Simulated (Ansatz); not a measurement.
## TaN in Ansatz: the effect of functional

Crystal: TaN.

```
Ta N
1.0
     0.00000    2.49114    2.49114
     2.49114    0.00000    2.49114
     2.49114    2.49114    0.00000
Ta N
1 1
Direct
  0.00000 0.00000 0.00000
  0.25000 0.25000 0.25000
```

The cell comes from a database or a generator and needn't be the stable form of this composition.

Alike in all runs:

| Quantity | Value |
| --- | --- |
| Program | Ansatz 0.2.0 |
| Potentials or basis | Ansatz PAW |
| k mesh | 5 × 5 × 5 |
| Occupations | fermi-dirac, width 0.05 eV |
| Spin | no spin polarisation |

```tsv
functional	cutoff	pressure (GPa)
LDA	420 eV (not typed: the program's choice for these potentials)	-34.9
PBEsol	420 eV (not typed: the program's choice for these potentials)	-31.2
r2SCAN	500 eV (not typed: the program's choice for these potentials)	-29.7
HSE06	420 eV (not typed: the program's choice for these potentials)	-31.5
PBE0	420 eV (not typed: the program's choice for these potentials)	-31.7
r2SCAN0	500 eV (not typed: the program's choice for these potentials)	?
```

Question: What does the run with functional r2SCAN0 give?

Answer: Pressure -33.7 GPa.

Caveats: all runs use coarse meshes; a pressure of tens of GPa on the cell as given is suspect, and the run, the potentials or the cell itself is likely at fault; the PAW data sets come from PBE, with cores solved anew for the run's functional, which leaves a small shift of forces and pressure; the thresholds are loose for stress (some runs).
